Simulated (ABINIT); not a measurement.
# Be (Im-3m) in ABINIT: reference runs, part 2 of 2

ABINIT 10.8.3 (patched build). Earlier steps stand in the parts before.

## Step 4: Single point, PBE (cell strained at random at fixed volume)

Input file run.abi:

```
pp_dirpath "./"
pseudos "Be.GGA_PBE-JTH.xml"

acell 2.1598447288 2.1770998335 2.182461483 Angstrom
rprim
    -0.5837910398     0.5628566646     0.5851328029
     0.5790878216    -0.5653626816     0.5873860171
     0.5798090871     0.5660416047    -0.5860190477
ntypat 1
znucl 4
natom 1
typat 1
xred
     0.0027900000    -0.0044980000    -0.0071800000
chkprim 0
chksymtnons 0
tolsym 1.0e-6

ecut 15.0
pawecutdg 30.0

kptopt 1
ngkpt 15 15 15
nshiftk 1
shiftk 0.0 0.0 0.0

ixc 11

nband 6
occopt 3
tsmear 0.05 eV

nstep 100
tolvrs 1.0e-9

iomode 3
prtwf 0
prtden 0
prteig 0
prtebands 0
enunit 2
```

Potentials or basis: JTH PAW PBE v2.0.

Command:

```console
$ abinit run.abi > log 2>&1
```

run.abo:

```text
.Version 10.8.3 of ABINIT
 Symmetries : space group P-1 (#  2); Bravais aP (primitive triclinic)
================================================================================
 Values of the parameters that define the memory need of the present run
     intxc =       0    ionmov =       0      iscf =      17    lmnmax =       8
     lnmax =       4     mgfft =      16  mpssoang =       2    mqgrid =    3001
     natom =       1  nloc_mem =       2    nspden =       1   nspinor =       1
    nsppol =       1      nsym =       2    n1xccc =       1    ntypat =       1
    occopt =       3   xclevel =       2
       mpw =         155          nfft =        4096          nkpt =        1688
 PAW method is used; the additional fine FFT grid is defined by:
   mgfftf=        24    nfftf =     13824
================================================================================
================================================================================

--------------------------------------------------------------------------------
------------- Echo of variables that govern the present computation ------------
--------------------------------------------------------------------------------
 -outvars: echo values of preprocessed input variables --------
            acell      4.0815150119E+00  4.1141224341E+00  4.1242544832E+00 Bohr
              amu      9.01218200E+00
          chkprim           0
      chksymtnons           0
             ecut      1.50000000E+01 Hartree
           enunit           2
                       outvar_i_n : Printing only first  50 k-points.
              ixc          11
                       outvar_i_n : Printing only first  50 k-points.
         kptrlatt       15    0    0      0   15    0      0    0   15
          kptrlen      6.12227252E+01
            natom           1
            nband           6
            ngfft          16      16      16
          ngfftdg          24      24      24
             nkpt        1688
            nstep         100
             nsym           2
           ntypat           1
                       prtocc : prtvol=0, do not print more k-points.
           occopt           3
        pawecutdg      3.00000000E+01 Hartree
         pawxcdev           0
           prtden           0
        prtebands           0
           prteig           0
            prtwf           0
            rprim     -5.8379103980E-01  5.6285666460E-01  5.8513280290E-01
                       5.7908782160E-01 -5.6536268160E-01  5.8738601710E-01
                       5.7980908710E-01  5.6604160470E-01 -5.8601904770E-01
          spgroup           2
           tolsym      1.00000000E-06
           tolvrs      1.00000000E-09
           tsmear      1.83746611E-03 Hartree
            typat      1
           useylm           1
                       outvars : Printing only first  50 k-points.
           xangst     -1.8274328937E-02  5.8209847961E-05  6.9569189552E-03
            xcart     -3.4533476825E-02  1.1000067048E-04  1.3146671505E-02
             xred      2.7900000000E-03 -4.4980000000E-03 -7.1800000000E-03
            znucl        4.00000

================================================================================

 chkinp: Checking input parameters for consistency.

================================================================================
== DATASET  1 ==================================================================

--- !DatasetInfo
iteration_state: {dtset: 1, }
dimensions: {natom: 1, nkpt: 1688, mband: 6, nsppol: 1, nspinor: 1, nspden: 1, mpw: 155, }
cutoff_energies: {ecut:  15.0, pawecutdg:  30.0, }
electrons: {nelect:   4.00000000E+00, charge:   0.00000000E+00, occopt:   3.00000000E+00, tsmear:   1.83746611E-03, }
meta: {optdriver: 0, ionmov: 0, optcell: 0, iscf: 17, paral_kgb: 0, }
...

[... 67 lines left out ...]
  sigma(3 3)=  4.22211224E-04  sigma(2 1)=  2.43100645E-05

--- !ResultsGS
iteration_state: {dtset: 1, }
comment   : Summary of ground state results
lattice_vectors:
- [ -2.3827519,   2.2973079,   2.3882283, ]
- [  2.3824382,  -2.3259713,   2.4165780, ]
- [  2.3912802,   2.3344996,  -2.4168917, ]
lattice_lengths: [   4.08152,    4.11412,    4.12425, ]
lattice_angles: [109.176, 111.271, 108.215, ] # degrees, (23, 13, 12)
lattice_volume:   5.3117268E+01
convergence: {deltae: -4.633E-11, res2:  2.063E-10, residm:  6.141E-04, diffor: null, }
etotal    :  -1.47631606E+01
entropy   :   0.00000000E+00
fermie    :   2.97286560E-01
cartesian_stress_tensor: # hartree/bohr^3
- [  4.03543269E-04,   2.43100645E-05,  -3.84671514E-07, ]
- [  2.43100645E-05,   2.94389483E-04,  -8.20271658E-05, ]
- [ -3.84671514E-07,  -8.20271658E-05,   4.22211224E-04, ]
pressure_GPa:  -1.0985E+01
xred      :
- [  2.7900E-03,  -4.4980E-03,  -7.1800E-03, Be]
cartesian_forces: # hartree/bohr
- [ -0.00000000E+00,  -0.00000000E+00,  -0.00000000E+00, ]
force_length_stats: {min:   0.00000000E+00, max:   0.00000000E+00, mean:   0.00000000E+00, }
...

 Integrated electronic density in atomic spheres:
 ------------------------------------------------
 Atom  Sphere_radius  Integrated_density
    1        1.60728          2.62631400

================================================================================

 ----iterations are completed or convergence reached----

 Mean square residual over all n,k,spin=   88.869E-08; max=  61.411E-05
 reduced coordinates (array xred) for    1 atoms
       0.002790000000     -0.004498000000     -0.007180000000
 rms dE/dt=  0.0000E+00; max dE/dt=  0.0000E+00; dE/dt below (all hartree)
    1       0.000000000000      0.000000000000      0.000000000000

 cartesian coordinates (angstrom) at end:
    1     -0.01827432893667     0.00005820984796     0.00695691895520

 cartesian forces (hartree/bohr) at end:
    1     -0.00000000000000    -0.00000000000000    -0.00000000000000
 frms,max,avg= 0.0000000E+00 0.0000000E+00   0.000E+00  0.000E+00  0.000E+00 h/b

 cartesian forces (eV/Angstrom) at end:
    1     -0.00000000000000    -0.00000000000000    -0.00000000000000
 frms,max,avg= 0.0000000E+00 0.0000000E+00   0.000E+00  0.000E+00  0.000E+00 e/A
 length scales=  4.081515011918  4.114122434074  4.124254483213 bohr
              =  2.159844728800  2.177099833500  2.182461483000 angstroms
 Fermi (or HOMO) energy (hartree) =   0.29729   Average Vxc (hartree)=  -0.39753
 Eigenvalues (hartree) for nkpt=1688  k points:
 kpt#   1, nband=  6, wtk=  0.00030, kpt=  0.0000  0.0000  0.0000 (reduced coord)
  -3.41470   -0.15093    1.00145    1.00535    1.01908    1.39070
      occupation numbers for kpt#   1
   2.00000    2.00000    0.00000    0.00000    0.00000    0.00000
 prteigrs : prtvol=0 or 1, do not print more k-points.

 Fermi (or HOMO) energy (eV) =   8.08958   Average Vxc (eV)= -10.81731
 Eigenvalues (   eV  ) for nkpt=1688  k points:
 kpt#   1, nband=  6, wtk=  0.00030, kpt=  0.0000  0.0000  0.0000 (reduced coord)
 -92.91861   -4.10698   27.25082   27.35689   27.73068   37.84279
 prteigrs : prtvol=0 or 1, do not print more k-points.

--- !EnergyTerms
iteration_state     : {dtset: 1, }
comment             : Components of total free energy in Hartree
kinetic             :  2.02919395367345E+00
hartree             :  1.10692822419039E+00
xc                  : -8.63198668473493E-01
Ewald energy        : -6.14696254597489E+00
psp_core            :  3.01877052249125E-01
local_psp           : -4.44296871114848E+00
PAW spherical_terms : -6.74797101954891E+00
internal            : -1.47631017150328E+01
'-kT*entropy'       : -5.47647679759158E-05
total_energy        : -1.47631564798008E+01
total_energy_eV     : -4.01725953181716E+02
...

--- !EnergyTermsDC
iteration_state     : {dtset: 1, }
comment             : '"Double-counting" decomposition of free energy'
band_energy         : -6.66312706982507E+00
Ewald energy        : -6.14696254597489E+00
psp_core            :  3.01877052249125E-01
xc_dc               : -8.50832254118874E-01
PAW spherical_terms : -1.40406105415587E+00
internal            : -1.47631058718256E+01
'-kT*entropy'       : -5.47647679759158E-05
total_energy_dc     : -1.47631606365936E+01
total_energy_dc_eV  : -4.01726066293810E+02
...

 Cartesian components of stress tensor (hartree/bohr^3)
  sigma(1 1)=  4.03543269E-04  sigma(3 2)= -8.20271658E-05
  sigma(2 2)=  2.94389483E-04  sigma(3 1)= -3.84671514E-07
  sigma(3 3)=  4.22211224E-04  sigma(2 1)=  2.43100645E-05

-Cartesian components of stress tensor (GPa)         [Pressure= -1.0985E+01 GPa]
- sigma(1 1)=  1.18726529E+01  sigma(3 2)= -2.41332254E+00
- sigma(2 2)=  8.66123761E+00  sigma(3 1)= -1.13174267E-02
- sigma(3 3)=  1.24218831E+01  sigma(2 1)=  7.15226790E-01

== END DATASET(S) ==============================================================
================================================================================

 -outvars: echo values of variables after computation  --------
            acell      4.0815150119E+00  4.1141224341E+00  4.1242544832E+00 Bohr
           etotal     -1.4763160637E+01
            fcart     -0.0000000000E+00 -0.0000000000E+00 -0.0000000000E+00
            rprim     -5.8379103980E-01  5.6285666460E-01  5.8513280290E-01
                       5.7908782160E-01 -5.6536268160E-01  5.8738601710E-01
                       5.7980908710E-01  5.6604160470E-01 -5.8601904770E-01
           strten      4.0354326882E-04  2.9438948280E-04  4.2221122367E-04
                      -8.2027165800E-05 -3.8467151417E-07  2.4310064486E-05
           xangst     -1.8274328937E-02  5.8209847961E-05  6.9569189552E-03
             xred      2.7900000000E-03 -4.4980000000E-03 -7.1800000000E-03
 Calculation completed.
```

Wall time 24 s (1 thread of Arm Neoverse V1, shared host); peak memory 0.12 GiB.

What came out:

| Property | Result |
| --- | --- |
| Free energy | -401.7261 eV |
| Band gap on the k mesh | none (metal or under the smearing width) |
| Valence electrons inside the program's atomic spheres | Be 2.63 (radii [0.8505] Å) |

Levels at points of the mesh, in eV from the Fermi level:
| k point | band 2 | band 3 | band 4 | band 5 | band 6 |
| --- | --- | --- | --- | --- | --- |
| (0.00, 0.00, 0.00) | -12.20 | 19.16 | 19.27 | 19.64 | 29.75 |

Caveat: the cutoff is too short for stress, so the log's stress isn't used.

## Step 5: Equation of state, PBE

Input file run.abi:

```
ndtset 7
getwfk -1
scalecart1 3*0.9795861087
scalecart2 3*0.9864848297
scalecart3 3*0.9932883884
scalecart4 3*1.0000000000
scalecart5 3*1.0066227096
scalecart6 3*1.0131594038
scalecart7 3*1.0196128224

pp_dirpath "./"
pseudos "Be.GGA_PBE-JTH.xml"

acell 3*1.0 Angstrom
rprim
    -1.2531209513     1.2531209513     1.2531209513
     1.2531209513    -1.2531209513     1.2531209513
     1.2531209513     1.2531209513    -1.2531209513
ntypat 1
znucl 4
natom 1
typat 1
xred
     0.0000000000     0.0000000000     0.0000000000

ecut 15.0
pawecutdg 30.0

kptopt 1
ngkpt 15 15 15
nshiftk 1
shiftk 0.0 0.0 0.0

ixc 11

nband 6
occopt 3
tsmear 0.05 eV

nstep 100
tolvrs 1.0e-9

iomode 3
prtwf 1
prtden 0
prteig 0
prtebands 0
enunit 2
```

Potentials or basis: JTH PAW PBE v2.0.

Command:

```console
$ abinit run.abi > log 2>&1
```

run.abo:

```text
.Version 10.8.3 of ABINIT
 DATASET    1 : space group Im -3 m (#229); Bravais cI (body-center cubic)
================================================================================
 Values of the parameters that define the memory need for DATASET  1.
     intxc =       0    ionmov =       0      iscf =      17    lmnmax =       8
     lnmax =       4     mgfft =      15  mpssoang =       2    mqgrid =    3001
     natom =       1  nloc_mem =       2    nspden =       1   nspinor =       1
    nsppol =       1      nsym =      48    n1xccc =       1    ntypat =       1
    occopt =       3   xclevel =       2
       mpw =         146          nfft =        3375          nkpt =         120
 PAW method is used; the additional fine FFT grid is defined by:
   mgfftf=        20    nfftf =      8000
================================================================================
================================================================================
[... 71 lines left out ...]
 DATASET    7 : space group Im -3 m (#229); Bravais cI (body-center cubic)
[... 1370 lines left out ...]
            fcart6    -0.0000000000E+00 -0.0000000000E+00 -0.0000000000E+00
            fcart7    -0.0000000000E+00 -0.0000000000E+00 -0.0000000000E+00
            rprim1    -1.2275398764E+00  1.2275398764E+00  1.2275398764E+00
                       1.2275398764E+00 -1.2275398764E+00  1.2275398764E+00
                       1.2275398764E+00  1.2275398764E+00 -1.2275398764E+00
[... 17 lines left out ...]
                       1.2776981900E+00  1.2776981900E+00 -1.2776981900E+00
           strten1     1.1499839763E-04  1.1499839763E-04  1.1499839763E-04
                       0.0000000000E+00  0.0000000000E+00  0.0000000000E+00
           strten2     2.1145228112E-04  2.1145228112E-04  2.1145228112E-04
                       0.0000000000E+00  0.0000000000E+00  0.0000000000E+00
           strten3     2.9887123614E-04  2.9887123614E-04  2.9887123614E-04
                       0.0000000000E+00  0.0000000000E+00  0.0000000000E+00
           strten4     3.7452154360E-04  3.7452154360E-04  3.7452154360E-04
                       0.0000000000E+00  0.0000000000E+00  0.0000000000E+00
           strten5     4.4906321392E-04  4.4906321392E-04  4.4906321392E-04
                       0.0000000000E+00  0.0000000000E+00  0.0000000000E+00
           strten6     5.1614626177E-04  5.1614626177E-04  5.1614626177E-04
                       0.0000000000E+00  0.0000000000E+00  0.0000000000E+00
           strten7     5.7432886222E-04  5.7432886222E-04  5.7432886222E-04
                       0.0000000000E+00  0.0000000000E+00  0.0000000000E+00
 Calculation completed.
```

Run time: 17 s. Hardware: 1 thread of Arm Neoverse V1, shared host; peak memory 0.11 GiB.

Results:

| Item | Value |
| --- | --- |
| Equilibrium volume | 7.83 Å³/atom (rough: see the caveat) |
| Bulk modulus | 123 GPa (rough) |

Energy against volume, from the lowest point:
```
volume (Å³/atom)  energy (meV/atom)
           7.399               9.71
           7.556               4.32
           7.714               1.20
           7.871               0.00
           8.029               2.39
           8.186               6.90
           8.343              12.48
```

Caveat: the cutoff is too short for stress, so the log's stress isn't used; pressures at fixed basis lie under the slope of the energies; the fit is doubtful: noisy points or a state that changes with volume.

## Step 6: Overview

| task | cell | gap on the mesh (eV) |
| --- | --- | --- |
| single point | as given | none |
| single point | cell strained at random at fixed volume | none |
| equation of state | as given | - |

Alike in all rows: level PBE; potentials or basis JTH PAW PBE v2.0; no spin polarisation; k mesh 15 × 15 × 15; cutoff (eV) 408; smearing fermi-dirac 0.05 eV.

Caveats: pressures at fixed basis lie under the slope of the energies (some runs); the fit is doubtful: noisy points or a state that changes with volume (some runs).

Total energies depend on the potentials used, so only differences within one code and one set of settings carry meaning.
